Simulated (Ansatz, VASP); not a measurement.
RbCl in VASP and in Ansatz

Contents of INCAR:

```
SYSTEM = RbCl
PREC = Accurate
ENCUT = 520
EDIFF = 1E-7
ISMEAR = -1
SIGMA = 0.05
LREAL = .False.
LASPH = .True.
NELM = 60
ALGO = Normal
ISIF = 2
LWAVE = .False.
LCHARG = .False.
GGA = PE
NBANDS = 15
```

KPOINTS

```
regular mesh
0
Gamma
  7 7 7
  0 0 0
```

POSCAR

```
RbCl
1.0
    0.0000000000      3.2071649199      3.2071649199
    3.2071649199      0.0000000000      3.2071649199
    3.2071649199      3.2071649199      0.0000000000
Rb Cl
1 1
Direct
    0.0000000000      0.0000000000      0.0000000000
    0.5000000000      0.5000000000      0.5000000000
```

The input input.yaml:

```yaml
crystal:
  lattice:
    - [0.0, 3.2071649199, 3.2071649199]
    - [3.2071649199, 0.0, 3.2071649199]
    - [3.2071649199, 3.2071649199, 0.0]
  atoms:
    - { symbol: Rb, position: [0.0, 0.0, 0.0] }
    - { symbol: Cl, position: [0.5, 0.5, 0.5] }
hamiltonian:
  xc: pbe
  pseudopotentials: { kind: paw }
kpoints:
  mp_grid: { grid: [7, 7, 7] }
scf:
  occupations: { method: fermi_dirac, width: 0.05 }
output:
  forces: true
  stress: true
  eigenvalues: true
  write_density: true
  write_potential: true
  elf: true
  volumetric_format: npy
```

Change from the starting cell: volume scaled by 0.94.

Alike in both runs: task single point; functional PBE; k mesh 7 × 7 × 7; occupations fermi-dirac, width 0.05 eV; no spin polarisation.

```csv
,VASP,Ansatz
version,VASP 6.6.1,Ansatz 0.2.0
potentials or method,"VASP PAW PBE potentials, release 64 (Rb_sv, Cl)",Ansatz PAW
plane-wave cutoff (eV),520,420
valence electrons in the cell,16,16
```

|  | VASP | Ansatz | Ansatz less VASP |
| --- | --- | --- | --- |
| gap on the k mesh at the Fermi level (eV) | 5.26 | 5.26 | +0.004 |
| least direct gap on the mesh (eV) | 5.26 | 5.26 | +0.004 |
| pressure (GPa) | 2.6 | 2.6 | -0.02 |

Caveats: odd divisions of the mesh miss points on the zone boundary, where band edges often lie, so the gap on the mesh can be too wide (Ansatz).
